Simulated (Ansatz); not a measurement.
What uniaxial strain ε_xx = −2.42 % does to CoPt

The reference is CoPt (space group P4/mmm, No. 123; a = 2.677 Å, c = 3.729 Å; ferromagnetic; relaxed with 0.1 eV smearing). Axes: x, y, z lie along a, b, c of the conventional cell.

Perturbation: the cell is compressed by 2.42 % along x with no lateral relaxation, atoms relaxed at fixed cell.

Level of theory: r2SCAN (Ansatz, a program for electronic structure; PAW; 500 eV plane waves; no spin-orbit coupling). Γ-centred 21×21×16 mesh, Fermi–Dirac width 0.1 eV.

| quantity | base | changed | shift |
|---|---|---|---|
| volume per atom | 13.36 Å³ | 13.04 Å³ | -0.32 Å³ |
| space group | P4/mmm (No. 123) | Pmmm (No. 47) | – |
| shortest interatomic distance | 2.657 Å | 2.612 Å | -0.045 Å |
| energy relative to the base (free energy F) | 0 meV/atom | +12 meV/atom | +12 meV/atom |
| band gap | zero | zero | – |
| magnetic state | ferromagnetic | ferromagnetic | – |
| largest site moment | 2.20 μB | 2.17 μB | -0.03 μB |
| stress (xx, yy, zz, yz, xz, xy; compression positive) | – | (12.6, 2.3, 4.1, 0.0, 0.0, 0.0) GPa | – |

Other magnetic orders, which the real material may have, were not ruled out. No phonon test of stability was made.
